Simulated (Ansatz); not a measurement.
Runs of Ansatz 0.2.0 on HfO2. Symmetry: Pca2_1, No. 29, orthorhombic system. The conventional cell has a = 5.219 Å, b = 5.005 Å, c = 5.033 Å, α = 90.00°, β = 90.00°, γ = 90.00°. Hf (site symmetry 1) is surrounded by 7 O at 2.02 to 2.23 Å. O (site symmetry 1) is surrounded by 3 Hf at 2.02 to 2.13 Å. O (site symmetry 1) has 4 Hf at 2.11 to 2.23 Å as nearest neighbours. Measurements of this composition are mostly on another form, of space group No. 14.

| level | gap on the mesh (eV) | pressure (GPa) | relaxed volume (Å³/atom) |
| --- | --- | --- | --- |
| RPBE+D3(BJ) | (a) | 0.0 | 10.44 |
| revPBE+D3(BJ) | 4.47 | 0.0 | (b) |
| BLYP+D3(BJ) | 4.42 | 0.0 | 11.32 |
| BLYP+D4 | 4.42 | 0.0 | 11.42 |

Alike in all rows: task relaxation of cell and atoms; potentials or basis Ansatz PAW; no spin polarisation; cell relaxed; k mesh 5 × 6 × 5; cutoff (eV) 420; smearing fermi-dirac 0.05 eV.

Q: Estimate the missing entries.

A: (a) 4.70; (b) 11.23.

Caveats: odd divisions of the mesh miss points on the zone boundary, where band edges often lie, so the gap on the mesh can be too wide; the plane-wave basis is chosen anew once the cell has moved, so the energies of steps on either side of that aren't comparable; spin-orbit coupling is left out, which moves the levels of the heavy elements; the PAW data sets come from PBE, with cores solved anew for the run's functional, which leaves a small shift of forces and pressure.

A k mesh can miss the band edges, and the runs leave out spin-orbit coupling on Hf.

Runs at the PBE level aren't shown here.
